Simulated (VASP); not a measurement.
A run of VASP 6.6.1 is set up as follows.

The input INCAR:

```
PREC = Accurate
ENCUT = 350
EDIFF = 1E-7
ISMEAR = 0
SIGMA = 0.02
LREAL = F
LASPH = T
NELM = 60
ALGO = Fast
ISIF = 3
LWAVE = F
LCHARG = F
GGA = PE
IBRION = 2
NSW = 80
EDIFFG = -0.002
PSTRESS = 940.0
```

File KPOINTS:

```
Automatic mesh
0
Gamma
  15 15 15
```

File POSCAR:

```
Se                                      
1.0
    1.9569626348      1.1298529280      0.9835059640
   -1.9569626348      1.1298529280      0.9835059640
    0.0000000000     -2.2597058561      0.9835059640
  Se            
     1
Direct
     0.0000000000000000    0.0000000000000000    0.0000000000000000
```

Potentials or basis: VASP PAW PBE potentials, release 64 (Se).

Run with:

```console
$ cat potpaw_PBE.64/Se/POTCAR > POTCAR
$ mpirun -np 1 vasp_std > vasp.out
```

Task: What does it give for the band gap on the k mesh?

Result: None (metal or under the smearing width).

The path:
```csv
step,energy change (eV),largest force (eV/Å),pressure (GPa),volume (Å³)
1,0.0000,0.0000,93.99,13.05
2,0.0013,0.0000,94.07,13.05
3,0.0006,0.0000,94.02,13.05
4,-0.0008,0.0000,93.96,13.05
5,0.0001,0.0000,94.00,13.05
```

Caveat: the cell is relaxed towards a set pressure, so the enthalpy falls and the energy may rise.
